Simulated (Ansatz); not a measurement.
**Al: clamped-ion strain scan**

The calculation used DFT PBE, scalar-relativistic, plane waves, PAW (Ansatz). Settings: plane waves to 420 eV, k-mesh 20×20×20 (Γ-centred), Gaussian smearing 0.15 eV. No spin polarisation. Energies are free energies at this smearing, counted from the undisturbed cell; pressure is positive in compression.

Zero of the scan (as given, not relaxed at this level; it stands at -0.4 GPa):

```yaml
crystal:
  lattice:
    - [0.00000, 2.02398, 2.02398]
    - [2.02398, 0.00000, 2.02398]
    - [2.02398, 2.02398, 0.00000]
  atoms:
    - { symbol: Al, position: [0.00000, 0.00000, 0.00000] }
```

The cell is strained by ε times the Voigt pattern (0, 0, 1, 0, 0, 0) (xx, yy, zz, yz, xz, xy; engineering shear) with fractional coordinates fixed. The cell is metallic on the mesh throughout.

| ε | ΔE (meV/atom) | stress summed along the pattern (GPa, tension positive) | pressure (GPa) |
| --- | --- | --- | --- |
| -0.0600 | 20.1 | -8.12 | 5.3 |
| -0.0450 | 9.6 | -5.45 | 3.6 |
| -0.0300 | 3.2 | -2.88 | 2.1 |
| -0.0150 | ? | -0.91 | ? |
| 0.0000 | 0.0 | 0.42 | -0.4 |
| 0.0150 | ? | 1.79 | ? |
| 0.0300 | 5.7 | 3.43 | -2.5 |
| 0.0450 | 12.0 | 4.53 | -3.3 |
| 0.0525 | 15.7 | 5.05 | -3.7 |
| 0.0600 | ? | ? | -4.1 |

Task: Give the withheld values.

Result: ΔE (meV/atom) at ε = -0.0150: 0.3; pressure (GPa) at ε = -0.0150: 0.8; ΔE (meV/atom) at ε = 0.0150: 1.6; pressure (GPa) at ε = 0.0150: -1.5; ΔE (meV/atom) at ε = 0.0600: 19.8; stress summed along the pattern (GPa, tension positive) at ε = 0.0600: 5.61.